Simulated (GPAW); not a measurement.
# Te2Mo (P6_3/mmc) in GPAW: a series of runs

Aim: see how the results for Te2Mo move with the level of theory and the settings. Levels: PBE, r2SCAN, optPBE-vdW. Tasks: equation of state, band structure.

Program: GPAW 26.7.0. These are calculated values, not measurements. Logs are shortened: lines on timing, memory, paths and dates and some standing lists are left out, and cuts for length are marked. The log counts tension as positive stress, the text compression.

**The experiment to reproduce.**

“Broadband infrared study of pressure-tunable Fano resonance and metallization transition in 2H-MoTe2”, 2022, pmc:9569381 quotes, for a bulk crystal of Te2Mo at 300 K: band gap 0.88 ± 0.05 eV (indirect).

The runs below are set against these values where they give the same quantity.

**1. Starting point**

The structure is hexagonal, space group P6_3/mmc (No. 194). The conventional cell has a = 3.518 Å, b = 3.518 Å, c = 13.974 Å, α = 90.00°, β = 90.00°, γ = 120.00°. Te (site symmetry 3m) is surrounded by 3 Mo at 2.72 Å. Mo (site symmetry -6m2) is surrounded by 6 Te at 2.72 Å.

**2. Equation of state, PBE**

run.py

```python
from ase.eos import EquationOfState
from ase.io import Trajectory, read
from ase.units import GPa
from gpaw import GPAW

atoms = read('Te2Mo.cif')

traj = Trajectory('eos.traj', 'w')
volumes, energies = [], []
for x in [0.94, 0.96, 0.98, 1.0, 1.02, 1.04, 1.06]:
    a = atoms.copy()
    a.set_cell(atoms.cell * x**(1 / 3), scale_atoms=True)
    calc = GPAW(mode='fd',
                h=0.16,
                xc='PBE',
                kpts={'size': (5, 5, 2), 'gamma': True},
                occupations={'name': 'fermi-dirac', 'width': 0.05},
                nbands=46,
                convergence={'density': 1e-05, 'energy': 1e-05},
                maxiter=150,
                txt=f'eos-{x:.2f}.txt')
    a.calc = calc
    energies.append(a.get_potential_energy(force_consistent=True))
    volumes.append(a.get_volume())
    calc.write(f'eos-{x:.2f}.gpw')
    traj.write(a)
    print(f'{x:.2f} {volumes[-1]:10.4f} A^3 {energies[-1]:14.6f} eV', flush=True)

v0, e0, B = EquationOfState(volumes, energies, eos='birchmurnaghan').fit()
print(f'V0 = {v0:.4f} A^3, E0 = {e0:.6f} eV, B0 = {B / GPa:.2f} GPa')
```

Te2Mo.cif

```cif
data_Te2Mo
_cell_length_a 3.51820000
_cell_length_b 3.51820000
_cell_length_c 13.97360000
_cell_angle_alpha 90.00000000
_cell_angle_beta 90.00000000
_cell_angle_gamma 120.00000000
_space_group_name_H-M_alt 'P1'
_space_group_name_Hall 'P 1'
_space_group_IT_number 1
loop_
_space_group_symop_operation_xyz
'x,y,z'
loop_
_atom_site_label
_atom_site_type_symbol
_atom_site_symmetry_multiplicity
_atom_site_Wyckoff_symbol
_atom_site_fract_x
_atom_site_fract_y
_atom_site_fract_z
_atom_site_occupancy
Te1 Te 1 a 0.6666666667 0.3333333333 0.3790000000 1
Te2 Te 1 a 0.3333333333 0.6666666667 0.8790000000 1
Te3 Te 1 a 0.6666666667 0.3333333333 0.1210000000 1
Te4 Te 1 a 0.3333333333 0.6666666667 0.6210000000 1
Mo1 Mo 1 a 0.6666666667 0.3333333333 0.7500000000 1
Mo2 Mo 1 a 0.3333333333 0.6666666667 0.2500000000 1
```

Potentials or basis: GPAW PAW data sets (gpaw-data 1.2.1), fd.

Command:

```console
$ OMP_NUM_THREADS=1 python run.py
```

Output:

```text
__  _  _
 | _ |_)|_||  |
 |__||  | ||/\| - 26.7.0

Input parameters:
  mode=FD(),
  convergence={'density': 1e-05, 'energy': 1e-05},
  h=0.16,
  kpts=MonkhorstPack(size=(5, 5, 2), gamma=True),
  maxiter=150,
  nbands=46,
  occupations=Occupations(name='fermi-dirac', width=0.05),
  xc=XC(name='PBE')

Diagonalizing LCAO Hamiltonian
Converting LCAO to fd mode

        Te

           Mo
        Te

           Te
        Mo

           Te

Atoms  # Å, Bohr magnetons
|   | symbol |         x |        y |         z |    initial magnetic moments |
|---|--------|-----------|----------|-----------|-----------------------------|
| 0 |     Te |  1.723190 | 0.994884 |  5.187883 | ( 0.0000,  0.0000,  0.0000) |
| 1 |     Te | -0.000000 | 1.989768 | 12.032055 | ( 0.0000,  0.0000,  0.0000) |
| 2 |     Te |  1.723190 | 0.994884 |  1.656290 | ( 0.0000,  0.0000,  0.0000) |
| 3 |     Te | -0.000000 | 1.989768 |  8.500462 | ( 0.0000,  0.0000,  0.0000) |
| 4 |     Mo |  1.723190 | 0.994884 | 10.266258 | ( 0.0000,  0.0000,  0.0000) |
| 5 |     Mo | -0.000000 | 1.989768 |  3.422086 | ( 0.0000,  0.0000,  0.0000) |

Unit cell  # Å
| periodic |         x |        y |         z |   lengths |     angles |
|----------|-----------|----------|-----------|-----------|------------|
|      yes |  3.446380 | 0.000000 |  0.000000 |  3.446380 |  90.000000 |
|      yes | -1.723190 | 2.984652 |  0.000000 |  3.446380 |  90.000000 |
|      yes |  0.000000 | 0.000000 | 13.688344 | 13.688344 | 120.000000 |

Number of symmetries: 12
Symmetry operations  # r_c * U_cc + t_c -> r_c
|    | kind |            matrix            |
|----|------|------------------------------|
|  0 |  σ   |  1, 1, 0,  0,-1, 0,  0, 0, 1 |
|  1 |  S6  |  1, 1, 0, -1, 0, 0,  0, 0,-1 |
|  2 |  E   |  1, 0, 0,  0, 1, 0,  0, 0, 1 |
|  3 |  C2  |  1, 0, 0, -1,-1, 0,  0, 0,-1 |
|  4 |  C2  |  0, 1, 0,  1, 0, 0,  0, 0,-1 |
|  5 |  C3  |  0, 1, 0, -1,-1, 0,  0, 0, 1 |
|  6 |  S6  |  0,-1, 0,  1, 1, 0,  0, 0,-1 |
|  7 |  σ   |  0,-1, 0, -1, 0, 0,  0, 0, 1 |
|  8 |  σ   | -1, 0, 0,  1, 1, 0,  0, 0, 1 |
|  9 |  i   | -1, 0, 0,  0,-1, 0,  0, 0,-1 |
| 10 |  C3  | -1,-1, 0,  1, 0, 0,  0, 0, 1 |
| 11 |  C2  | -1,-1, 0,  0, 1, 0,  0, 0,-1 |

BZ-sampling:
  Number of BZ points: 50
  Number of IBZ points: 10

  Monkhorst-Pack size: [5, 5, 2]
  Monkhorst-Pack shift: [0.0, 0.0, 0.25]

K-points  # in reciprocal-cell coordinates
|   |                                coordinates |     weight |
|---|--------------------------------------------|------------|
| 0 | (  0.00000000,   0.00000000,   0.00000000) | 0.02000000 |
| 1 | (  0.00000000,   0.00000000,   0.50000000) | 0.02000000 |
| 2 | (  0.20000000,   0.00000000,   0.00000000) | 0.12000000 |
| 3 | (  0.20000000,   0.00000000,   0.50000000) | 0.12000000 |
| 4 | (  0.40000000,  -0.20000000,   0.00000000) | 0.12000000 |
| 5 | (  0.40000000,  -0.20000000,   0.50000000) | 0.12000000 |
| 6 | (  0.40000000,   0.00000000,   0.00000000) | 0.12000000 |
| 7 | (  0.40000000,   0.00000000,   0.50000000) | 0.12000000 |
| 8 | (  0.40000000,   0.40000000,   0.00000000) | 0.12000000 |
| 9 | (  0.40000000,   0.40000000,   0.50000000) | 0.12000000 |

Uniform wave function grid shape: (np.int64(20), np.int64(20), np.int64(84))
Spin-components: 1 (collinear spins)
Bands:           46
Projectors:      32
Spin-degeneracy: 2
Datatype:        complex128

Parallelization:
  kpt:    1
  domain: 1
  band:   1

Density:
  Valence electrons: 52.0
  Components: 1
  Grid points: [20 20 84]
  Charge: 0.0  # |e|

Potential:
  Grid points: [20 20 84]

species:
  Te:
    name:    Tellurium
    Z:       52.0
    valence: 6
    core:    46
    charge:  0.0  # [|e|]
    compensation charges:
      type: gauss
      rc: 0.36  # [Å]
      lmax: 2
    cutoffs:
      filter: 2.09  # [Å]
      core: 3.17  # [Å]
    projectors
    | kind |    occ | energy [eV] | rcut [Å] |
    |------|--------|-------------|----------|
    |   5s |  2.000 |     -15.089 |    1.180 |
    |   5p |  4.000 |      -5.955 |    1.196 |
    |    s |        |      12.123 |    1.180 |
    |    p |        |      21.256 |    1.196 |
    |    d |        |       0.000 |    1.238 |

    Using partial waves for Te as LCAO basis

  Mo:
    name:    Molybdenum
    Z:       42.0
    valence: 14
    core:    28
    charge:  0.0  # [|e|]
    compensation charges:
      type: gauss
      rc: 0.38  # [Å]
      lmax: 2
    cutoffs:
      filter: 2.16  # [Å]
      core: 1.42  # [Å]
    projectors
    | kind |    occ | energy [eV] | rcut [Å] |
    |------|--------|-------------|----------|
    |   4s |  2.000 |     -64.307 |    1.238 |
    |   5s |  1.000 |      -4.084 |    1.238 |
    |   4p |  6.000 |     -38.491 |    1.296 |
    |   5p |  0.000 |      -1.044 |    1.296 |
    |   4d |  5.000 |      -3.754 |    1.296 |
    |    d |        |      23.458 |    1.296 |

    Using partial waves for Mo as LCAO basis

Reference energy: -959430.878998  # eV

eigensolver:
  PPCG
  Converge bands: occupied
  niter=2

density mixing:
  MSR1-Mixer
  Pratt-step length: 0.05
  Maximum mixing coefficient: 0.75
  Old densities: 10
  SVD Regularization: 0.005
  Good broyden scale: 1.0
  Trust region scale: 1.0
  Backstep threshold: 4.0
  History deletion threshold: 6.0
  Fourier metric: weight=20.0, sigma=0.015

occupation numbers:
  Fermi-Dirac:
    width: 0.0500  # eV

FastPoissonSolver using
    Stencil: 8*3+1=25 point O(h^6) finite-difference Laplacian
    FFT axes: [np.int64(0), np.int64(1), np.int64(2)]
    FST axes: []

xc functional:
  name: PBE with 2 nearest neighbor stencil
interpolation: tri-quintic # 5. degree polynomial

convergence criteria:
- Maximum integral of absolute [dens]ity change: 1e-05 electrons / valence electron
- Maximum [total energy] change in last 3 cyles: 1e-05 eV / valence electron
- Maximum integral of absolute [eigenst]ate change: 4e-08 eV^2 / valence electron
maximum number of iterations: 150

SCF iterations
|iter     | |      energy | eigst |  dens |
|---------|-|-------------|-------|-------|
|iter:   1| |  -37.621651 | +0.87 |       |
|iter:   2| |  -37.665461 | -0.35 | -1.11 |
|iter:   3| |  -37.230902 | -0.42 | -1.14 |
|iter:   4| |  -36.829074 | -1.11 | -1.32 |
|iter:   5| |  -36.689541 | -1.31 | -1.64 |
|iter:   6| |  -36.796044 | -1.64 | -1.99 |
|iter:   7| |  -36.668159 | -1.96 | -1.80 |
|iter:   8| |  -36.668384 | -3.19 | -2.82 |
|iter:   9| |  -36.668420c| -4.24 | -3.26 |
|iter:  10| |  -36.668422c| -5.13 | -3.90 |
|iter:  11| |  -36.668422c| -5.93 | -4.41 |
|iter:  12| |  -36.668422c| -6.75 | -5.01c|
|iter:  13| |  -36.668422c| -7.44c| -5.38c|

Converged in 13 steps
Energy contributions relative to reference atoms: (reference = -959430.878998)

Energy contributions:
  Kinetic:          47.284384
  Coulomb:         -48.647628
  Zero:             -0.208180
  External:          0.000000
  Xc:              -35.096939
  Entropy:          -0.000120
  Spinorbit:         0.000000
  ----------------------------
  Free energy:     -36.668482
  Extrapolated:    -36.668422

dipole moment: (-0.000000, -0.000000, -0.000000)  # |e|*Ang

Fermi level: 9.291
Eigenvalues  # (at kpt = [0.000, 0.000, 0.000])
| band index |      eig [eV] | occ [0-2] |
|------------|---------------|-----------|
|          0 |       -51.825 |     2.000 |
|        ... |               |           |
|         18 |         6.993 |     2.000 |
|         19 |         7.738 |     2.000 |
|         20 |         7.843 |     2.000 |
|         21 |         7.844 |     2.000 |
|         22 |         7.880 |     2.000 |
|         23 |         7.880 |     2.000 |
[... 8 lines left out ...]
|         32 |        12.694 |     0.000 |
|         33 |        12.694 |     0.000 |
|        ... |               |           |
|         45 |        20.121 |     0.000 |

Gap: 0.665 eV
Transition (v -> c):
  (s=0, k=0, n=25, [0.00, 0.00, 0.00]) -> (s=0, k=4, n=26, [0.40, -0.20, 0.00])
Direct/indirect transitions are different
Direct gap: 1.310 eV
Transition at: (s=0, k=4, n=25, [0.40, -0.20, 0.00])
# Writing to eos-0.94.gpw (mode='')
```

Run time: 27 min. Hardware: 1 thread of Intel Xeon Platinum 8488C (Sapphire Rapids), shared host; peak memory 1.7 GiB.

Results:

| Property | Result |
| --- | --- |
| Equilibrium volume | 25.57 Å³/atom |
| Bulk modulus at fixed shape and positions | 94 GPa |
| Pressure derivative of the bulk modulus | 4.0 (rough: it moves with the points fitted) |

Energy against volume, from the lowest point:
```
volume (Å³/atom)  energy (meV/atom)
          23.467              58.79
          23.966              33.05
          24.466              15.07
          24.965               4.28
          25.464               0.00
          25.963               1.58
          26.463               8.43
```

Caveat: the k mesh is coarse (spacing up to 0.41 Å⁻¹), so the values aren't converged; the cell was scaled at fixed shape and fractional positions, which overstates the stiffness of a crystal with free parameters, most of all of layers and chains; this functional lacks dispersion, which binds the layers, so the pressure and a relaxed spacing across them are unreliable.

[end of part 1 of 2]
